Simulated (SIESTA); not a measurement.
Al2Pt:

```xyz
3
Lattice="0.0000 2.9550 2.9550 2.9550 0.0000 2.9550 2.9550 2.9550 0.0000" Properties=species:S:1:pos:R:3 pbc="T T T"
Pt    0.0000    0.0000    0.0000
Al    4.4325    4.4325    4.4325
Al    1.4775    1.4775    1.4775
```

Base run:

- Program: SIESTA 5.4.2
- Functional: BLYP
- Potentials or basis: PseudoDojo 0.4 standard (PBE files)
- Basis: DZP (energy shift 0.003 Ry; two zetas on semicore shells)
- Grid cutoff: 800 Ry
- Energy shift: 0.003 Ry
- k mesh: 8 × 8 × 8
- Occupations: fermi-dirac, width 0.05 eV
- Spin: no spin polarisation

Its results: band gap on the k mesh none (metal or under the smearing width); pressure 8.9 GPa.

Question: The run is repeated on the same cell with these changes: functional from BLYP to PBE. What comes out?

Answer: Band gap on the k mesh none (metal or under the smearing width); pressure 3.4 GPa.

PBE binds more tightly than BLYP, so the same cell stands under less pressure.

Caveats: short orbitals over semicore shells can move pressures by several GPa; the basis of atomic orbitals isn't converged, which shifts pressures, moduli and gaps; the potentials were made for another functional, which shifts forces and pressure (some runs).
